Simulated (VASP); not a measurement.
# Ge2Sb2Te5 (P-3m1) in VASP: a series of runs

Aim: see how the results for Ge2Sb2Te5 move with the level of theory and the settings. Levels: PBEsol, PBE+D3(BJ), LDA. Tasks: relaxation of cell and atoms.

Program: VASP 6.6.1. These are calculated values, not measurements. Logs are shortened: lines on timing, memory, paths and dates and some standing lists are left out, and cuts for length are marked.

## 1. Starting point

Symmetry: P-3m1, No. 164, trigonal system. Conventional cell: a = 4.294 Å, b = 4.294 Å, c = 17.101 Å, α = 90.00°, β = 90.00°, γ = 120.00°. Around Ge (site symmetry 3m) lie 6 Te at 3.00 to 3.04 Å. Sb (site symmetry 3m) is surrounded by 6 Te at 3.01 to 3.20 Å. Te (site symmetry -3m) is surrounded by 6 Ge at 3.04 Å. Around Te (site symmetry 3m) lie 3 Ge at 3.00 Å and 3 Sb at 3.20 Å. Te (site symmetry 3m) has 3 Sb at 3.01 Å as nearest neighbours.

The cell comes from a database or a generator and needn't be the stable form of this composition.

## 2. Relaxation of cell and atoms, PBEsol

INCAR reads:

```
  ALGO = Normal
  EDIFF = 1E-6
  EDIFFG = -0.01
  ENCUT = 600
  GGA = PS
  IBRION = 2
  ISIF = 3
  ISMEAR = 0
  KPAR = 2
  LASPH = T
  LCHARG = F
  LREAL = F
  LWAVE = F
  NELM = 80
  NSW = 90
  PREC = Accurate
  SIGMA = 0.03
```

KPOINTS reads:

```
k-points
0
Gamma
  9 9 2
```

POSCAR reads:

```
Ge2Sb2Te5
1.0
    4.2940644248      0.0000000000      0.0000000000
   -2.1470322124      3.7187688774      0.0000000000
    0.0000000000      0.0000000000     17.1013460000
Ge Sb Te
2 2 5
Direct
    0.3333333300      0.6666666700      0.8971050000
    0.6666666700      0.3333333300      0.1028950000
    0.0000000000      0.0000000000      0.6799320000
    0.0000000000      0.0000000000      0.3200680000
    0.0000000000      0.0000000000      0.0000000000
    0.6666666700      0.3333333300      0.7984580000
    0.3333333300      0.6666666700      0.2015420000
    0.3333333300      0.6666666700      0.5801080000
    0.6666666700      0.3333333300      0.4198920000
```

Potentials or basis: VASP PAW PBE potentials, release 64 (Ge_d, Sb, Te).

Launch:

```sh
> cat potpaw_PBE.64/Ge_d/POTCAR potpaw_PBE.64/Sb/POTCAR potpaw_PBE.64/Te/POTCAR > POTCAR
> mpirun -np 2 vasp_std > vasp.out
```

OUTCAR:

```text
EDIFF = 1E-6
   EDIFFG = -0.01
   ENCUT = 600
   GGA = PS
   IBRION = 2
   ISIF = 3
   ISMEAR = 0
   LASPH = T
   LREAL = F
   NELM = 80
   NSW = 90
   PREC = Accurate

 ion  position               nearest neighbor table
   1  0.333  0.667  0.897-   6 3.00   6 3.00   6 3.00   5 3.04   5 3.04   5 3.04
   2  0.667  0.333  0.103-   7 3.00   7 3.00   7 3.00   5 3.04   5 3.04   5 3.04
   3  0.000  0.000  0.680-   8 3.01   8 3.01   8 3.01   6 3.20   6 3.20   6 3.20
   4  0.000  0.000  0.320-   9 3.01   9 3.01   9 3.01   7 3.20   7 3.20   7 3.20
   5  0.000  0.000  0.000-   1 3.04   2 3.04   2 3.04   1 3.04   2 3.04   1 3.04
   6  0.667  0.333  0.798-   1 3.00   1 3.00   1 3.00   3 3.20   3 3.20   3 3.20
   7  0.333  0.667  0.202-   2 3.00   2 3.00   2 3.00   4 3.20   4 3.20   4 3.20
   8  0.333  0.667  0.580-   3 3.01   3 3.01   3 3.01
   9  0.667  0.333  0.420-   4 3.01   4 3.01   4 3.01

  LATTYP: Found a hexagonal cell.
 ALAT       =     4.2940644248
 C/A-ratio  =     3.9825545936

  Lattice vectors:

 A1 = (   4.2940644248,   0.0000000000,   0.0000000000)
 A2 = (  -2.1470322124,   3.7187688774,   0.0000000000)
 A3 = (   0.0000000000,   0.0000000000,  17.1013460000)

Analysis of symmetry for initial positions (statically):
=====================================================================
 Subroutine PRICEL returns:
 Original cell was already a primitive cell.

 Routine SETGRP: Setting up the symmetry group for a
 hexagonal supercell.

 Subroutine GETGRP returns: Found 12 space group operations
 (whereof 12 operations were pure point group operations)
 out of a pool of 24 trial point group operations.

The static configuration has the point symmetry D_3d.

Analysis of symmetry for dynamics (positions and initial velocities):
=====================================================================
 Subroutine PRICEL returns:
 Original cell was already a primitive cell.

 Routine SETGRP: Setting up the symmetry group for a
 hexagonal supercell.

 Subroutine GETGRP returns: Found 12 space group operations
 (whereof 12 operations were pure point group operations)
 out of a pool of 24 trial point group operations.

The dynamic configuration has the point symmetry D_3d.

 Subroutine INISYM returns: Found 12 space group operations
 (whereof 12 operations are pure point group operations),
 and found     1 'primitive' translations

----------------------------------------------------------------------------------------

                                     Primitive cell

  volume of cell :     273.0851

  direct lattice vectors                    reciprocal lattice vectors
     4.294064425  0.000000000  0.000000000     0.232879599  0.134453099  0.000000000
    -2.147032212  3.718768877  0.000000000     0.000000000  0.268906198  0.000000000
     0.000000000  0.000000000 17.101346000     0.000000000  0.000000000  0.058474929

  length of vectors
     4.294064425  4.294064425 17.101346000     0.268906198  0.268906198  0.058474929

  position of ions in fractional coordinates (direct lattice)
     0.333333330  0.666666670  0.897105000
     0.666666670  0.333333330  0.102895000
     0.000000000  0.000000000  0.679932000
     0.000000000  0.000000000  0.320068000
     0.000000000  0.000000000  0.000000000
     0.666666670  0.333333330  0.798458000
     0.333333330  0.666666670  0.201542000
     0.333333330  0.666666670  0.580108000
     0.666666670  0.333333330  0.419892000

  ion indices of the primitive-cell ions
   primitive index   ion index
                 1           1
                 2           2
                 3           3
                 4           4
                 5           5
                 6           6
                 7           7
                 8           8
                 9           9

----------------------------------------------------------------------------------------

 KPOINTS: k-points

Automatic generation of k-mesh.
 Grid dimensions read from file:
 generate k-points for:    9    9    2

 Generating k-lattice:

  Cartesian coordinates                     Fractional coordinates (reciprocal lattice)
     0.025875511  0.014939233  0.000000000     0.111111111  0.000000000  0.000000000
     0.000000000  0.029878466  0.000000000     0.000000000  0.111111111  0.000000000
     0.000000000  0.000000000  0.029237465     0.000000000  0.000000000  0.500000000

  Length of vectors
     0.029878466  0.029878466  0.029237465

  Shift w.r.t. Gamma in fractional coordinates (k-lattice)
     0.000000000  0.000000000  0.000000000

 Subroutine IBZKPT returns following result:
 ===========================================

 Found     24 irreducible k-points:

 Following reciprocal coordinates:
            Coordinates               Weight
  0.000000  0.000000  0.000000      1.000000
  0.111111 -0.000000  0.000000      6.000000
  0.222222 -0.000000  0.000000      6.000000
  0.333333 -0.000000  0.000000      6.000000
  0.444444 -0.000000  0.000000      6.000000
  0.111111  0.111111  0.000000      6.000000
[... 16 lines left out ...]
  0.333333  0.222222  0.500000     12.000000
  0.333333  0.333333  0.500000      2.000000
   k-points           NKPTS =     24   k-points in BZ     NKDIM =     24   number of bands    NBANDS=     40
   number of dos      NEDOS =    301   number of ions     NIONS =      9
   total plane-waves  NPLWV = 181440
   dimension x,y,z NGX =    36 NGY =   36 NGZ =  140
   dimension x,y,z NGXF=    72 NGYF=   72 NGZF=  280
   ions per type =               2   2   5
   NGX,Y,Z   is equivalent  to a cutoff of  13.94, 13.94, 13.61 a.u.
   NGXF,Y,Z  is equivalent  to a cutoff of  27.88, 27.88, 27.22 a.u.
 SYSTEM =  unknown system
   PREC   = accura    normal or accurate (medium, high low for compatibility)
   ISTART =      0    job   : 0-new  1-cont  2-samecut
   ICHARG =      2    charge: 1-file 2-atom 10-const
   ISPIN  =      1    spin polarized calculation?
   LNONCOLLINEAR =      F non collinear calculations
   LSORBIT =      F    spin-orbit coupling
   LASPH  =      T    aspherical Exc in radial PAW
   ENCUT  =  600.0 eV  44.10 Ry    6.64 a.u.   8.58  8.58 34.16*2*pi/ulx,y,z
   NELM   =     80;   NELMIN=  2; NELMDL= -5     # of ELM steps
   EDIFF  = 0.1E-05   stopping-criterion for ELM
   LREAL  =      F    real-space projection
   EDIFFG = -.1E-01   stopping-criterion for IOM
   NSW    =     90    number of steps for IOM
   IBRION =      2    ionic relax: 0-MD 1-quasi-New 2-CG
   NFREE  =      1    steps in history (QN), initial steepest desc. (CG)
   ISIF   =      3    stress and relaxation
   ISYM   =      2    0-nonsym 1-usesym 2-fastsym
   POTIM  = 0.5000    time-step for ionic-motion
   TEBEG  =    0.0;   TEEND  =   0.0 temperature during run
   PSTRESS=    0.0 pullay stress
   NELECT =      68.0000    total number of electrons
   NUPDOWN=      -1.0000    fix difference up-down
   EMIN   =  10.00;   EMAX   =-10.00  energy-range for DOS
   EFERMI =   0.00;   METHOD = LEGACY
   ISMEAR =     0;   SIGMA  =   0.03  broadening in eV -4-tet -1-fermi 0-gaus
   EFERMI_NEDOS =   21; number of points for ismear=-14 and -15
   IALGO  =     38    algorithm
   IMIX   =      4    mixing-type and parameters
     AMIX     =   0.40;   BMIX     =  1.00
     AMIX_MAG =   1.60;   BMIX_MAG =  1.00
  volume/ion in A,a.u.               =      30.34       204.76
  Fermi-wavevector in a.u.,A,eV,Ry     =   1.029940  1.946304 14.432730  1.060776
  Thomas-Fermi vector in A             =   2.164013
   LORBIT       =      0    0 simple, 1 ext, 2 COOP (PROOUT), +10 PAW based schemes
   GGA     = PS    functional components
   LHFCALC =     F    Hartree Fock is set to
   AEXX    =    0.0000 exact exchange contribution
   IVDW    =     0    specifies the selected vdW correction
   LEPSILON=     F    determine dielectric tensor
   LRPA    =     F    only Hartree local field effects (RPA)
 conjugate gradient relaxation of ions
 non-spin polarized calculation
 Gauss-broadening in eV      SIGMA  =   0.03
  energy-cutoff  :      600.00
  volume of cell :      273.09
 maximum number of plane-waves:      9157
 NGX is ok and might be reduce to    36
   NGX = 17   NGY = 17   NGZ = 69

--------------------------------------- Ionic step        1  -------------------------------------------

 number of electron      68.0000023 magnetization

 Free energy of the ion-electron system (eV)
  ---------------------------------------------------
  ext. energy  EPLUGINS =         0.00000000
  ---------------------------------------------------
  free energy    TOTEN  =       -37.50641326 eV

  energy without entropy =      -37.50641326  energy(sigma->0) =      -37.50641326

------------------------ aborting loop because EDIFF is reached ----------------------------------------

  FORCE on cell =-STRESS in cart. coord.  units (eV):
  Direction    XX          YY          ZZ          XY          YZ          ZX
  --------------------------------------------------------------------------------------
  -------------------------------------------------------------------------------------
  Total       -3.7097111     -3.7097111     -3.7204444     -0.0000000     -0.0000000      0.0000000
  in kB      -21.7646973    -21.7646973    -21.8276694     -0.0000000     -0.0000000      0.0000000
  external PRESSURE =     -21.7856880 kB  Pullay stress =       0.0000000 kB
[... 110 lines left out ...]
  FREE ENERGIE OF THE ION-ELECTRON SYSTEM (eV)
  ---------------------------------------------------
  free  energy   TOTEN  =       -37.5890323608 eV

  energy  without entropy=      -37.5890320797  energy(sigma->0) =      -37.58903222

[... ionic steps 4 to 25 ...]

--------------------------------------- Ionic step       26  -------------------------------------------

 number of electron      68.0000001 magnetization

------------------------ aborting loop because EDIFF is reached ----------------------------------------

  FORCE on cell =-STRESS in cart. coord.  units (eV):
  Direction    XX          YY          ZZ          XY          YZ          ZX
  --------------------------------------------------------------------------------------
  -------------------------------------------------------------------------------------
  Total        0.0266957      0.0266957     -0.0291102      0.0000000      0.0000000      0.0000000
  in kB        0.1640190      0.1640190     -0.1788537      0.0000000      0.0000000      0.0000000
  external PRESSURE =       0.0497281 kB  Pullay stress =       0.0000000 kB
[... 71 lines left out ...]
  energy  without entropy=      -37.6052533287  energy(sigma->0) =      -37.60525427

--------------------------------------- Ionic step       28  -------------------------------------------

 number of electron      68.0000001 magnetization

 Free energy of the ion-electron system (eV)
  ---------------------------------------------------
  ext. energy  EPLUGINS =         0.00000000
  ---------------------------------------------------
  free energy    TOTEN  =       -37.60526836 eV

  energy without entropy =      -37.60526648  energy(sigma->0) =      -37.60526742

 E-fermi :   6.7852     XC(G=0):  -9.7753

 val. band max:        6.7198958886   @ k =   0.0000   0.0000   0.0000
 cond. band min:       6.8548118356   @ k =   0.0000   0.0000   0.0000
 fundamental gap:      0.1349159469
 Fermi energy:         6.7852237028

 k-point     1 :       0.0000    0.0000    0.0000
  band No.  band energies     occupation
      1     -18.2317      2.00000
      2     -18.2317      2.00000
      3     -18.2307      2.00000
      4     -18.2307      2.00000
      5     -18.2246      2.00000
      6     -18.2244      2.00000
[... 1057 lines left out ...]
  FREE ENERGIE OF THE ION-ELECTRON SYSTEM (eV)
  ---------------------------------------------------
  free  energy   TOTEN  =       -37.6052683552 eV

  energy  without entropy=      -37.6052664817  energy(sigma->0) =      -37.60526742

 reached required accuracy - stopping structural energy minimisation
```

Run time: 36 min. Hardware: 2 MPI ranks of Intel Xeon Platinum 8488C (Sapphire Rapids), shared host; peak memory 0.7 GiB.

What came out:

* Free energy: -37.6053 eV
* Relaxed volume: 28.98 Å³/atom
* Relaxed cell: a = 4.224 Å, b = 4.224 Å, c = 16.880 Å, α = 90.00°, β = 90.00°, γ = 120.00°
* Space group after relaxing (to 0.05 Å): P-3m1 (No. 164)
* Energy gained by relaxing: 11.0 meV/atom
* Ionic steps: 28
* Pressure after relaxing: 0.0 GPa
* Largest force after relaxing: 0.009 eV/Å
* Band gap on the k mesh: 0.13 eV, direct

Forces on the atoms (eV/Å):
```
Ge   0.000  0.000 -0.009
Ge   0.000  0.000  0.009
Sb   0.000  0.000  0.000
Sb   0.000  0.000  0.000
Te   0.000  0.000  0.000
Te   0.000  0.000  0.006
Te   0.000  0.000 -0.006
Te   0.000  0.000 -0.001
Te   0.000  0.000  0.001
```

Step by step:
| step | energy change (eV) | largest force (eV/Å) | pressure (GPa) | volume (Å³) |
| --- | --- | --- | --- | --- |
| 1 | 0.0000 | 0.0910 | -2.18 | 273.09 |
| 2 | -0.0687 | 0.3298 | 1.01 | 257.10 |
| 3 | -0.0826 | 0.2263 | 0.02 | 261.55 |
| 4 | -0.0901 | 0.1068 | 0.15 | 260.96 |
| 5 | -0.0926 | 0.0929 | 0.11 | 260.57 |
| 6 | -0.0918 | 0.1354 | 0.23 | 259.80 |
| 7 | -0.0931 | 0.1040 | -0.07 | 260.32 |
| 8 | -0.0931 | 0.1074 | 0.06 | 260.19 |
| 9 | -0.0932 | 0.1060 | 0.02 | 260.25 |
| 10 | -0.0951 | 0.0790 | 0.01 | 260.27 |
| 11 | -0.0974 | 0.0335 | -0.04 | 260.33 |
| 12 | -0.0976 | 0.0279 | 0.12 | 259.79 |
| 13 | -0.0976 | 0.0210 | 0.04 | 259.94 |
| 14 | -0.0978 | 0.0188 | 0.01 | 260.10 |
| 15 | -0.0983 | 0.0201 | -0.07 | 260.55 |
| 16 | -0.0984 | 0.0167 | -0.01 | 260.50 |
| 17 | -0.0985 | 0.0182 | 0.04 | 260.36 |
| 18 | -0.0985 | 0.0219 | 0.15 | 260.10 |
| 19 | -0.0985 | 0.0193 | 0.05 | 260.27 |
| 20 | -0.0985 | 0.0203 | 0.09 | 260.21 |
| 21 | -0.0986 | 0.0208 | 0.10 | 260.24 |
| 22 | -0.0987 | 0.0182 | 0.07 | 260.34 |
| 23 | -0.0987 | 0.0152 | 0.07 | 260.55 |
| 24 | -0.0987 | 0.0163 | 0.10 | 260.46 |
| 25 | -0.0988 | 0.0135 | 0.00 | 260.73 |
| 26 | -0.0988 | 0.0124 | 0.00 | 260.77 |
| 27 | -0.0988 | 0.0124 | -0.01 | 260.85 |
| 28 | -0.0989 | 0.0091 | 0.00 | 260.84 |

Final structure:
```xyz
9
Lattice="4.2242 0.0000 0.0000 -2.1121 3.6583 0.0000 0.0000 0.0000 16.8797" Properties=species:S:1:pos:R:3 pbc="T T T"
Ge    0.0000    2.4388   15.1877
Ge    2.1121    1.2194    1.6919
Sb    0.0000    0.0000   11.5295
Sb    0.0000    0.0000    5.3502
Te    0.0000    0.0000    0.0000
Te    2.1121    1.2194   13.5275
Te    0.0000    2.4388    3.3522
Te    0.0000    2.4388    9.8033
Te    2.1121    1.2194    7.0764
```

Caveat: the PAW data sets were made with another functional, which shifts forces and pressure a little; spin-orbit coupling is left out, which moves the levels of the heavy elements; an odd mesh through Γ misses points on the zone boundary, where band edges often lie.

(Part 1 of 4 ends here.)
